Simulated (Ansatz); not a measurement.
Theory: Ansatz 0.2.0, DFT PBE, scalar-relativistic, plane waves, PAW. Settings: cutoff 420 eV, Γ-centred meshes spaced at most about 0.3 Å⁻¹, and about 0.25 Å⁻¹ or finer for metals (2π included), Gaussian smearing. No spin polarisation.

Temperature and zero-point effects are left out.

Two relaxed structures of TiC3:

1. Space group R-3m (No. 166), trigonal, a = 3.184 Å, c = 14.900 Å. Ti has 6 C at 2.18 Å; around C on a site of symmetry -3m lie 2 C at 1.31 Å; C on a site of symmetry 3m is surrounded by 1 C at 1.31 Å and 3 Ti at 2.18 Å.

2. Space group P6/mmm (No. 191), hexagonal, a = 4.480 Å, c = 3.776 Å. Ti has 12 C at 2.41 Å and 3 Ti at 2.59 Å; C is surrounded by 3 C at 1.49–1.50 Å and 4 Ti at 2.41 Å.

Problem. Which would you expect to be lower, and how large is the difference?

Solution. Cell 1 is lower, by 95 meV/atom. Cell 1 has space group R-3m (No. 166), 10.9 Å³/atom and no gap on its mesh; cell 2 has space group P6/mmm (No. 191), 8.2 Å³/atom and no gap. Counting C atoms around Ti (those within 1.25 times the shortest such distance or 1.15 times the sum of covalent radii), cell 1 has Ti 6 and cell 2 has Ti 12. Cell 1 holds C–C units of three or more atoms (shortest 1.31 Å); cell 2 holds C–C nets (shortest 1.49 Å). The lower one is the more open, so pressure narrows the difference. Even the lower one lies +0.24 eV/atom against the reference forms of the elements (uncorrected), so neither is stable at this level. Both come from invented guesses. The lowest form computed isn't among them: it has space group Pmma (No. 51), 13.3 Å³/atom and lies 295 meV/atom below the best shown.

Cells relaxed within their symmetry can be saddle points. Some candidate types were left out of the draw beforehand, so a known form may be missing.
